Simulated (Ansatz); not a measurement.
System: SnTe (rock salt type), 2 atoms in the cell.

```
Sn Te
1.0
     0.00000    3.20500    3.20500
     3.20500    0.00000    3.20500
     3.20500    3.20500    0.00000
Sn Te
1 1
Cartesian
  0.0000 0.0000 0.0000
  3.2050 3.2050 3.2050
```

Code and potentials: Ansatz PAW hard set, 700 eV. Settings of the plain PBE run: k-mesh 6×6×6 Γ-centred; Fermi–Dirac smearing of 0.02 eV; no spin polarisation; no spin–orbit coupling.

Plain PBE gives:

```
Pressure        : 0.05 GPa
Gap on the mesh : no clear gap
```

(1) What changes under PBE with spin–orbit coupling?

(2) What changes under r²SCAN?

## Answers

(1) The pressure falls by 0.14 GPa to -0.09 GPa; gap on the mesh: 0.11 eV.

(2) The pressure decreases by 0.66 GPa to -0.61 GPa; gap on the mesh: 0.19 eV.

The stress includes the program's correction for the finite plane-wave basis.

A gap read on the mesh is an upper bound of this method's gap, since the mesh can miss a band edge. The k-mesh is modest, so these values aren't fully converged in k. Potentials made with PBE were used with another functional (at least in: Ansatz PAW hard set, 700 eV (r²SCAN)). Semilocal functionals give gaps that mostly lie well below measured ones.
